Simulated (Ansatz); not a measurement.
Runs of Ansatz 0.2.0 on Sb. Symmetry: Fm-3m, No. 225, cubic system. The conventional cell has a = 4.742 Å, b = 4.742 Å, c = 4.742 Å, α = 90.00°, β = 90.00°, γ = 90.00°. Sb (site symmetry m-3m) has 12 Sb at 3.35 Å as nearest neighbours. This isn't the form of Sb at room conditions, which is rhombohedral.

```tsv
task	level	cell	smearing	gap on the mesh (eV)	pressure (GPa)	relaxed volume (Å³/atom)
relaxation of cell and atoms	revPBE+D3(BJ)	relaxed	fermi-dirac 0.05 eV	none	0.0	25.29
single point	PBE	as given	gaussian 0.027 eV	none	2.0	-
single point	PBE	as given	gaussian 0.025 eV	none	2.0	-
relaxation of cell and atoms	PBE+D3(BJ)	relaxed	fermi-dirac 0.05 eV	none	0.0	(b)
relaxation of cell and atoms	RPBE+D3(BJ)	relaxed	fermi-dirac 0.05 eV	none	0.0	19.94
relaxation of cell and atoms	PBE+D4	relaxed	fermi-dirac 0.05 eV	none	0.0	26.11
relaxation of cell and atoms	RPBE+D4	relaxed	fermi-dirac 0.05 eV	none	0.0	(a)
relaxation of cell and atoms	PBEsol+D3(BJ)	relaxed	fermi-dirac 0.05 eV	none	0.0	24.82
single point	PBE	as given	gaussian 0.026 eV	none	2.0	-
relaxation of cell and atoms	revPBE+D4	relaxed	fermi-dirac 0.05 eV	none	0.0	25.68
relaxation of cell and atoms	PBEsol+D4	relaxed	fermi-dirac 0.05 eV	none	0.0	25.33
single point	PBE	as given	gaussian 0.028 eV	none	2.0	-
```

Alike in all rows: potentials or basis Ansatz PAW; no spin polarisation; k mesh 10 × 10 × 10; cutoff (eV) 420.

Estimate the missing entries.

(a) 25.54; (b) 26.09.

Caveats: the plane-wave basis is chosen anew once the cell has moved, so the energies of steps on either side of that aren't comparable (some runs); pairwise dispersion overbinds metals, which lowers pressure and volume (some runs); the PAW data sets come from PBE, with cores solved anew for the run's functional, which leaves a small shift of forces and pressure (some runs); the volume moved by over 15 % at a fixed basis, so the end points are rough (some runs).

A k mesh can miss the band edges, and the runs leave out spin-orbit coupling on Sb.

A gap of «none» marks a metal or a gap under the smearing width.
